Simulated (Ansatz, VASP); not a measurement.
**CdF2: VASP beside Ansatz**

Aim: how closely do two programs agree when they are given the same cell, functional and k mesh? The cell is taken from a series of VASP runs on this material, whose earlier steps may have relaxed, scaled or displaced it; both programs get it as it stands. Valence electrons are named where the data sets of a main pair hold unlike numbers.

Method: plane waves, with VASP 6.6.1 beside it; relaxation of cell and atoms at LDA, in Ansatz 0.2.0.

## 1. The starting structure

Symmetry: Fm-3m, No. 225, cubic system. Conventional cell: a = 5.313 Å, b = 5.313 Å, c = 5.313 Å, α = 90.00°, β = 90.00°, γ = 90.00°. Cd has 8 F at 2.30 Å nearest. Nearest to F lie 4 Cd at 2.30 Å. Farther neighbours and most contacts between anions are not listed.

Coordinates:

```
Cd F
1.0
     0.00000    2.65648    2.65648
     2.65648    0.00000    2.65648
     2.65648    2.65648    0.00000
Cd F
1 2
Direct
  0.00000 0.00000 0.00000
  0.75000 0.75000 0.75000
  0.25000 0.25000 0.25000
```

## 2. VASP: relaxation of cell and atoms, LDA

The relaxed volume is the usual yardstick between codes: in a stiff, nearly cubic crystal its relative difference is about their pressure difference at one cell divided by the bulk modulus.

Lines of VASP's logs that name or quote its potential files are left out, and so is its time.

The input, INCAR:

```
SYSTEM = CdF2
PREC = Accurate
ENCUT = 560
EDIFF = 1E-07
NELM = 100
ISMEAR = 0
SIGMA = 0.03
LREAL = .FALSE.
ALGO = Normal
GGA = CA
NBANDS = 19
LORBIT = 11
LWAVE = .FALSE.
LCHARG = .FALSE.
KPAR = 4
IBRION = 2
NSW = 50
ISIF = 3
EDIFFG = -0.002
```

The input, POSCAR:

```
CdF2
1.0
    0.0000000000      2.6564831143      2.6564831143
    2.6564831143      0.0000000000      2.6564831143
    2.6564831143      2.6564831143      0.0000000000
Cd F
1 2
Direct
    0.0000000000      0.0000000000      0.0000000000
    0.7500000000      0.7500000000      0.7500000000
    0.2500000000      0.2500000000      0.2500000000
```

The input, KPOINTS:

```
Automatic mesh
0
Gamma
8 8 8
0 0 0
```

PAW data sets: Cd and F (LDA family, release 64).

Command:

```bash
mpirun -np 4 vasp_std
```

Numbers of over 12 decimals in the logs are rounded to 6 here.

Log:

```text
[banner, memory and clock lines left out]
running    4 mpi-ranks, on    1 nodes
 distrk:  each k-point on    1 cores,    4 groups
 distr:  one band on    1 cores,    1 groups

 POSCAR found type information on POSCAR CdF
 POSCAR found :  2 types and       3 ions
 LDA part: xc-table for (Slater(with rela. corr.)+CA(PZ))
 , standard interpolation
 POSCAR, INCAR and KPOINTS ok, starting setup
 FFT: planning ... GRIDC
 FFT: planning ... GRID_SOFT
 FFT: planning ... GRID
 WAVECAR not read
 entering main loop
       N       E                     dE             d eps       ncg     rms          rms(c)
DAV:   1     0.203041236951E+03    0.20304E+03   -0.16637E+04  1150   0.149E+03
DAV:   2    -0.516948561477E+01   -0.20821E+03   -0.20095E+03  1161   0.364E+02
DAV:   3    -0.142114152763E+02   -0.90419E+01   -0.90138E+01  1233   0.836E+01
DAV:   4    -0.142560698422E+02   -0.44655E-01   -0.44651E-01  1186   0.596E+00
DAV:   5    -0.142562324726E+02   -0.16263E-03   -0.16263E-03  1204   0.335E-01    0.106E+01
DAV:   6    -0.127595827472E+02    0.14966E+01   -0.37521E+00  1422   0.366E+01    0.805E+00
DAV:   7    -0.127696097996E+02   -0.10027E-01   -0.68355E-01  1129   0.807E+00    0.462E+00
DAV:   8    -0.127455029908E+02    0.24107E-01   -0.13144E-01  1162   0.343E+00    0.682E-01
DAV:   9    -0.127374129926E+02    0.80900E-02   -0.27670E-02  1375   0.222E+00    0.875E-02
DAV:  10    -0.127376822245E+02   -0.26923E-03   -0.27357E-03  1132   0.539E-01    0.664E-02
DAV:  11    -0.127376983361E+02   -0.16112E-04   -0.65109E-05  1210   0.128E-01    0.309E-02
DAV:  12    -0.127376952497E+02    0.30864E-05   -0.24984E-05  1132   0.493E-02    0.124E-02
DAV:  13    -0.127376954094E+02   -0.15969E-06   -0.19353E-06  1192   0.183E-02    0.162E-03
DAV:  14    -0.127376954088E+02    0.61254E-09   -0.11686E-07   888   0.371E-03
   1 F= -.12737695E+02 E0= -.12737695E+02  d E =-.127377E+02
 curvature:   0.00 expect dE= 0.000E+00 dE for cont linesearch  0.000E+00
 trial: gam= 0.00000 g(F)=  0.731E-47 g(S)=  0.414E-04 ort = 0.000E+00 (trialstep = 0.100E+01)
 search vector abs. value=  0.414E-04
 bond charge predicted
       N       E                     dE             d eps       ncg     rms          rms(c)
DAV:   1    -0.127382661300E+02   -0.57072E-03   -0.10822E-02  1138   0.123E+00    0.181E-01
DAV:   2    -0.127377481908E+02    0.51794E-03   -0.17373E-03  1138   0.395E-01    0.418E-02
DAV:   3    -0.127377122354E+02    0.35955E-04   -0.76950E-05  1152   0.183E-01    0.437E-02
DAV:   4    -0.127377071916E+02    0.50438E-05   -0.12140E-05  1227   0.428E-02    0.295E-02
DAV:   5    -0.127377057944E+02    0.13972E-05   -0.28881E-06  1108   0.196E-02    0.313E-03
DAV:   6    -0.127377056590E+02    0.13543E-06   -0.61036E-07  1206   0.168E-02    0.667E-04
DAV:   7    -0.127377056645E+02   -0.55611E-08   -0.50841E-08   551   0.210E-03
   2 F= -.12737706E+02 E0= -.12737706E+02  d E =-.102558E-04
 trial-energy change:   -0.000010  1 .order   -0.000011   -0.000041    0.000020
 step:   0.6648(harm=  0.6779)  dis= 0.00000  next Energy=   -12.737709 (dE=-0.136E-04)
 bond charge predicted
       N       E                     dE             d eps       ncg     rms          rms(c)
DAV:   1    -0.127377719046E+02   -0.66246E-04   -0.12183E-03  1138   0.412E-01    0.609E-02
DAV:   2    -0.127377136874E+02    0.58217E-04   -0.19535E-04  1132   0.133E-01    0.140E-02
DAV:   3    -0.127377095728E+02    0.41146E-05   -0.86657E-06  1152   0.617E-02    0.146E-02
DAV:   4    -0.127377090001E+02    0.57272E-06   -0.13737E-06  1128   0.144E-02    0.985E-03
DAV:   5    -0.127377088360E+02    0.16405E-06   -0.33011E-07  1108   0.667E-03    0.109E-03
DAV:   6    -0.127377088197E+02    0.16367E-07   -0.60581E-08   551   0.571E-03
   3 F= -.12737709E+02 E0= -.12737709E+02  d E =-.134109E-04
 curvature:  -0.34 expect dE=-0.175E-08 dE for cont linesearch -0.175E-08
 trial: gam=-0.01107 g(F)=  0.900E-48 g(S)=  0.518E-08 ort = 0.463E-06 (trialstep = 0.933E+00)
 search vector abs. value=  0.101E-09
 reached required accuracy - stopping structural energy minimisation
```

Parts of OUTCAR (step 2):

```text
ion  position               nearest neighbor table
   1  0.000  0.000  0.000-   2 2.30   2 2.30   2 2.30   3 2.30   3 2.30   3 2.30   3 2.30   2 2.30

  LATTYP: Found a face centered cubic cell.
 ALAT       =     5.3129662286

 Subroutine GETGRP returns: Found 48 space group operations
 (whereof 48 operations were pure point group operations)

The static configuration has the point symmetry O_h .

 Found     29 irreducible k-points:

   k-points           NKPTS =     29   k-points in BZ     NKDIM =     29   number of bands    NBANDS=     19

   dimension x,y,z NGX =    30 NGY =   30 NGZ =   30
   dimension x,y,z NGXF=    60 NGYF=   60 NGZF=   60

   ENCUT  =  560.0 eV  41.16 Ry    6.42 a.u.   7.25  7.25  7.25*2*pi/ulx,y,z

   NELECT =      26.0000    total number of electrons

 k-points in reciprocal lattice and weights: Automatic mesh
   0.00000000  0.00000000  0.00000000       0.002
   0.12500000  0.00000000  0.00000000       0.016
   0.25000000  0.00000000  0.00000000       0.016
   0.37500000  0.00000000  0.00000000       0.016
   0.50000000  0.00000000  0.00000000       0.008
   0.12500000  0.12500000  0.00000000       0.012
   0.25000000  0.12500000  0.00000000       0.047
   0.37500000  0.12500000  0.00000000       0.047
   0.50000000  0.12500000  0.00000000       0.047
[...]
-0.37500000  0.50000000  0.12500000       0.023
  -0.25000000  0.50000000  0.25000000       0.012

 average (electrostatic) potential at core
       1 -39.5252       2 -77.6461       3 -77.6461

 E-fermi :  -1.1383

 k-point     1 :       0.0000    0.0000    0.0000
  band No.  band energies     occupation
    ...
      9      -2.4506      2.00000
     10      -2.4506      2.00000
     11      -1.7564      2.00000
     12      -1.7564      2.00000
     13      -1.7564      2.00000
     14       1.6098      0.00000
     15      11.1606      0.00000
     16      11.1606      0.00000
     17      11.1606      0.00000
     18      16.1589      0.00000
    ...

 k-point     2 :       0.1250    0.0000    0.0000
  band No.  band energies     occupation
    ...
      9      -2.5478      2.00000
     10      -2.5478      2.00000
     11      -1.9031      2.00000
     12      -1.7615      2.00000
     13      -1.7615      2.00000
     14       2.2241      0.00000
     15      10.4379      0.00000
     16      11.4121      0.00000
     17      11.4121      0.00000
     18      17.2159      0.00000
    ...

 k-point     3 :       0.2500    0.0000    0.0000
  band No.  band energies     occupation
    ...
      9      -2.8417      2.00000
     10      -2.8417      2.00000
     11      -2.4994      2.00000
     12      -1.7433      2.00000
     13      -1.7433      2.00000
     14       3.5865      0.00000
     15       9.2669      0.00000
     16      12.0661      0.00000
     17      12.0661      0.00000
     18      17.4254      0.00000
    ...

  Total        0.0003277      0.0003277      0.0003277      0.0000000     -0.0000000      0.0000000
  in kB        0.0139888      0.0139888      0.0139888      0.0000000     -0.0000000      0.0000000
  external PRESSURE =       0.0139888 kB  Pullay stress =       0.0000000 kB

  energy-cutoff  :      560.00
  volume of cell :       37.53
      direct lattice vectors                 reciprocal lattice vectors
     0.000000000  2.657314629  2.657314629    -0.188159879  0.188159879  0.188159879
     2.657314629  0.000000000  2.657314629     0.188159879 -0.188159879  0.188159879
     2.657314629  2.657314629  0.000000000     0.188159879  0.188159879 -0.188159879

 POSITION                                       TOTAL-FORCE (eV/Angst)
 -----------------------------------------------------------------------------------
      0.00000      0.00000      0.00000         0.000000     -0.000000     -0.000000
      3.98597      3.98597      3.98597        -0.000000      0.000000      0.000000
      1.32866      1.32866      1.32866        -0.000000     -0.000000     -0.000000
 -----------------------------------------------------------------------------------
    total drift:                                0.000000     -0.000000      0.000000

  FREE ENERGIE OF THE ION-ELECTRON SYSTEM (eV)
  ---------------------------------------------------
  free  energy   TOTEN  =       -12.7377088197 eV

  energy  without entropy=      -12.7377088197  energy(sigma->0) =      -12.73770882

 reached required accuracy - stopping structural energy minimisation

 total charge
# of ion       s       p       d       tot
------------------------------------------
    1        0.250   0.221   9.687  10.158
    2        1.728   4.323   0.000   6.051
    3        1.728   4.323   0.000   6.051
--------------------------------------------------
tot          3.706   8.867   9.687  22.261

[... 3 further parts left out ...]
```

CONTCAR:

```
CdF2
   1.00000000000000
     0.0000000000000000    2.6573146292585328    2.6573146292585328
     2.6573146292585328    0.0000000000000000    2.6573146292585328
     2.6573146292585328    2.6573146292585328    0.0000000000000000
  Cd              F
     1     2
Direct
     0.0000000000000000    0.0000000000000000    0.0000000000000000
     0.7500000000000000    0.7500000000000000    0.7500000000000000
     0.2500000000000000    0.2500000000000000    0.2500000000000000
```

The gap is read on the k-mesh alone, so it is an upper bound where the band edges lie off the mesh. The run keeps the 48 symmetry operations of its start, so it cannot find a distortion of lower symmetry.

## 3. Ansatz: relaxation of cell and atoms, LDA

Ansatz runs on its default PAW (the set named soft_2) files.

The same cell, functional (in two slightly different forms), mesh and smearing now go to Ansatz, which takes its cutoff from its data sets.

The input, input.yaml:

```yaml
crystal:
  lattice:
    - [0.0, 2.6564831143, 2.6564831143]
    - [2.6564831143, 0.0, 2.6564831143]
    - [2.6564831143, 2.6564831143, 0.0]
  atoms:
    - { symbol: Cd, position: [0.0, 0.0, 0.0] }
    - { symbol: F, position: [0.75, 0.75, 0.75] }
    - { symbol: F, position: [0.25, 0.25, 0.25] }
hamiltonian:
  xc: lda
  pseudopotentials: { kind: paw }
kpoints:
  mp_grid: { grid: [8, 8, 8] }
scf:
  occupations: { method: gaussian, width: 0.03 }
relax:
  f_tol: 0.01
  max_steps: 60
  cell: { stress_tol: 0.05 }
output:
  forces: true
  stress: true
```

Command:

```bash
ansatz run input.yaml --threads 4 --pin off --max-ram 9216MiB --backend cpu --events-out ev --progress --plain --runs-dir out
```

Log:

```text
Engine: ansatz 0.2.0, aarch64-unknown-linux-gnu
Pseudopotentials: kind: paw
Pseudopotential: Cd, paw, valence charge 20, recommended cutoff 420 eV (normal), Cd.paw.azcp
Pseudopotential: F, paw, valence charge 7, recommended cutoff 420 eV (normal), F.paw.azcp
Functional definition: SPW92
  exchange = slater_x
  correlation = pw_c
Crystal: 3 atoms, lattice volume = 37.493 Å³
Basis set: ecut = 420 eV, 725 PW (Γ)
Bands: 21, of which v1, the nominal top of the filled ones, is band 17 counted from 1 (16 counted from 0)
Symmetry: 48 space group operations
Space group: Fm-3m (ITA 225), of the structure as read, at distance tolerance 3.3e-5 Å
k-points: 29 of 512
Non-local potential: Cd, projectors of the file, l = 0: 3, l = 1: 2, l = 2: 2, l = 3: 1
Non-local potential: F, projectors of the file, l = 0: 2, l = 1: 2, l = 2: 1
PAW form: soft (Blöchl's): semilocal exchange-correlation on the pseudo side does not see the compensation charge
PAW frozen core: Cd, regenerated for the run's functional, and the local potential with it (the file was generated under x = pbe(κ = 0.804, μ = 0.219515), c = pbe(β = 0.066725))
PAW frozen core: F, regenerated for the run's functional, and the local potential with it (the file was generated under x = pbe(κ = 0.804, μ = 0.219515), c = pbe(β = 0.066725))
PAW one-centre angular grid: Cd, 590 points (default); XC on 64 Gauss nodes
PAW one-centre angular grid: F, 110 points (default); XC on 64 Gauss nodes
Initial density: superposition of atomic densities (neutral atoms: chi_scale 0, normalization atom), corrected by the library's trained network
Initial wavefunctions: pseudopotential atomic-orbital guess
Functional: x = slater, c = lda
SCF iter   1: F=—  HF=-9706.395193 eV  |F-HF|=—  |Δ(HF+E_count)|=         —  Δρ=2.36e-2  dr2=1.47e-1  ethr=1.77e-3  ⟨swp⟩=5.7  Hψ=2486  notcnv=0
preconditioner: auto → none  [insulator: Δε(μ)=2.682 eV  Ē_g=16.365 eV  σ=0.030 eV  W_gap=1.00  n_scr=14 (ndim 8)  ℏωp=30.9 eV  f_vac=0.123  D(μ)=0.00/eV (n_scr^D=0)  ε∞_Penn≈4.6]
SCF iter   2: F=—  HF=-9706.359263 eV  |F-HF|=—  |Δ(HF+E_count)|=   3.59e-2  Δρ=1.22e-2  dr2=2.73e-2  ethr=4.33e-4  ⟨swp⟩=2.0  Hψ=1334  notcnv=0
SCF iter   3: F=—  HF=-9706.350655 eV  |F-HF|=—  |Δ(HF+E_count)|=   8.61e-3  Δρ=2.04e-3  dr2=7.33e-4  ethr=8.03e-5  ⟨swp⟩=2.0  Hψ=1097  notcnv=0
SCF iter   4: F=—  HF=-9706.350426 eV  |F-HF|=—  |Δ(HF+E_count)|=   2.29e-4  Δρ=8.57e-4  dr2=8.72e-5  ethr=2.16e-6  ⟨swp⟩=1.6  Hψ=670  notcnv=0
SCF iter   5: F=—  HF=-9706.350393 eV  |F-HF|=—  |Δ(HF+E_count)|=   3.33e-5  Δρ=2.96e-5  dr2=1.61e-7  ethr=2.56e-7  ⟨swp⟩=2.0  Hψ=986  notcnv=0
SCF iter   6: F=-9706.350392 eV  HF=-9706.350393 eV  |F-HF|=1.04e-9  |Δ(HF+E_count)|=   6.79e-9  Δρ=4.17e-6  dr2=3.35e-9  ethr=2.94e-10  ⟨swp⟩=4.0  Hψ=1928  notcnv=0
SCF 1 converged in 6 iterations: F = -9706.350392 eV  dr2 = 3.35e-9
  greatest PAW one-centre occupation: 1.000 electrons in one spin orbital (limit 2), on the Cd atom at site 0 (counted from 0), in its partial waves of l = 0
relax step   1: F+E_penalty+E_count = -9706.35039250 eV  Δ(F+E_penalty+E_count) = +0.000e0 eV  max|allowed force component| = 4.626e-18 eV/Å  Δτ_max = 0.0000 Å  P = -1.092 GPa  Ω = 37.493 Å³  (6 SCF iters, dr2 threshold 1.00e-7 eV, accepted)
[...]
relax step   2: F+E_penalty+E_count = -9706.35319999 eV  Δ(F+E_penalty+E_count) = -2.807e-3 eV  max|allowed force component| = 3.315e-17 eV/Å  Δτ_max = 0.0000 Å  P = -0.013 GPa  Ω = 37.192 Å³  energy of the carried Pulay correction = +1.764e-3 eV  (5 SCF iters, dr2 threshold 3.00e-7 eV, accepted)
[...]
relax step   3: F+E_penalty+E_count = -9706.35155704 eV  Δ(F+E_penalty+E_count) = +1.643e-3 eV  max|allowed force component| = 2.467e-17 eV/Å  Δτ_max = 0.0000 Å  P = -0.095 GPa  Ω = 37.192 Å³  stress off target by 9.50e-2 GPa  SCF on the basis re-selected at this cell (its energy is not comparable with the rows above)  (6 SCF iters)
[...]
relax step   4: F+E_penalty+E_count = -9706.35171863 eV  Δ(F+E_penalty+E_count) = -1.616e-4 eV  max|allowed force component| = 3.585e-17 eV/Å  Δτ_max = 0.0000 Å  P = -0.002 GPa  Ω = 37.166 Å³  energy of the carried Pulay correction = +1.536e-4 eV  (4 SCF iters, dr2 threshold 2.26e-8 eV, accepted)
[...]
relax step   5: F+E_penalty+E_count = -9706.35155274 eV  Δ(F+E_penalty+E_count) = +1.659e-4 eV  max|allowed force component| = 4.086e-17 eV/Å  Δτ_max = 0.0000 Å  P = -0.006 GPa  Ω = 37.166 Å³  stress off target by 5.64e-3 GPa  SCF on the basis re-selected at this cell (its energy is not comparable with the rows above)  (4 SCF iters)
basis re-selected at this cell: Δ(F+E_penalty+E_count) = +1.659e-4 eV, ΔP = -0.003 GPa vs the last step (what re-selecting the basis moved, of the pressure what is left beyond the Pulay correction that the steps carried, after the strain that the cell walked since its last selection, with what the two solves' SCF thresholds leave and, on support functions, any second-order correction that the steps lacked; it is no m [...]
SCF converged after 4 iterations
Free energy (F): -9706.351553 eV
Harris-Foulkes:  -9706.351553 eV  (|F-HF|=1.27e-11)
Internal energy: -9706.351553 eV  (E = F + TS)
E sigma→0 (E₀):  -9706.351553 eV
Fermi energy:    8.305643 eV
--- Per-component energies (eV) ---
  E_band       = -467.082948
  E_kinetic    = 916.403949
  E_local      = -4133.173421  (includes V_loc(G=0)·N_el)
  E_nonlocal   = 196.203774
  E_hartree    = 1828.091335
  E_xc         = -330.418993
  E_vxc        = -421.915889  (∫ρ·V_xc dr)
  E_paw        = -4325.766272  (= ΣΔE_a)
  E_vpaw       = -680.788136  (= ΣTr[D̂ρ^β])
  E_aug_tail   = 0.004109  (compensation charges beyond the density's cutoff)
  E_ewald      = -3858.689106
  E_core_change = 0.993072  (= ΣΔE_core)
  E_smearing   = -0.000000  (= −TS)
  E_closure    = -0.000000  (closes the sum)
  Σ components = -9706.351553   (vs F -9706.351553, Δ=0.00e0)
--- Forces (eV/Å), atoms counted from 1 ---
  atom   1  Cd    -0.00000000     0.00000000     0.00000000
  atom   2  F      0.00000000     0.00000000     0.00000000
  atom   3  F      0.00000000    -0.00000000    -0.00000000
  max |Σ_I F_I| component: 1.39e-17 eV/Å
--- Stress (GPa, compression-positive) ---
       -0.005638       0.000000      -0.000000
       -0.000000      -0.005638      -0.000000
       -0.000000      -0.000000      -0.005638
  P = ⅓ Tr σ = -0.0056 GPa (-0.056 kbar)
--- Relaxed structure (3 steps of the walk, 3 accepted, 2 SCFs on fresh bases) ---
  F+E_penalty+E_count = -9706.35155274 eV   max|allowed force component| = 4.086e-17 eV/Å   (the final SCF, on the basis selected at the relaxed cell)
  cell:  # Å, volume = 37.1660 Å³
    - [0, 2.648736, 2.648736]
    - [2.648736, 0, 2.648736]
    - [2.648736, 2.648736, 0]
  atoms:
    - { symbol: Cd, position: [0, 0, 0] }
    - { symbol: F, position: [0.750000, 0.750000, 0.750000] }
    - { symbol: F, position: [0.25, 0.25, 0.25] }
```

The job ended after 2 s (4 threads of Arm Neoverse V1, shared host; peak memory 0.31 GiB).

## 4. Differences

Known differences besides the potentials themselves: the two LDA forms differ slightly; both relaxations stop at a tolerance, which leaves soft axes loose, and VASP keeps its plane-wave basis; the data sets hold 34 valence electrons in Ansatz (on its default PAW (the set named soft_2) files) and 26 in VASP; the cutoff is 420 eV in Ansatz and 560 eV in VASP; VASP's log shows a relativistic correction to its local exchange, Ansatz's none; Ansatz adds a Pulay correction to the stress that steers its cell, VASP none. Total energies have different zeros and are not compared.

Compared:

```tsv
quantity	Ansatz	VASP	difference
volume (Å³)	37.17	37.53	-0.97 %
edge a after relaxation, in the typed setting (Å)	3.746	3.758	-0.32 %
```

The walks stopped with -0.01 GPa left in Ansatz and 0.00 GPa in VASP; each walk ends within a tolerance, so the volume difference is uncertain by about these residues over the bulk modulus, most in soft cells.

## 5. What came out

- difference in volume (relaxation of cell and atoms, LDA): -0.97 %

What this shows: The difference in volume is -0.97 % (relaxation of cell and atoms, LDA), within the 1.2 % picked in this series as the mark of a large difference, as far as the stopping tolerances let one tell. The data sets hold unlike numbers of valence electrons (34 in Ansatz and 26 in VASP), so part of the differences comes from the potentials. Such differences can come from data sets, numerical settings and the points named under the comparisons, not from the functional's error against experiment.

[Lines on the potential files, build, host, timing and source positions are cut from VASP's logs without a mark.]

[Logs are printed without paths, hosts, clocks, repeated set-up lines and the standing remarks that a program may print on its own settings, such as how far it seeks lower states.]

[Hosts, paths, dates, database ids (printed as entryN), source tags and the programs' standing remarks are cut or masked in the printed files.]
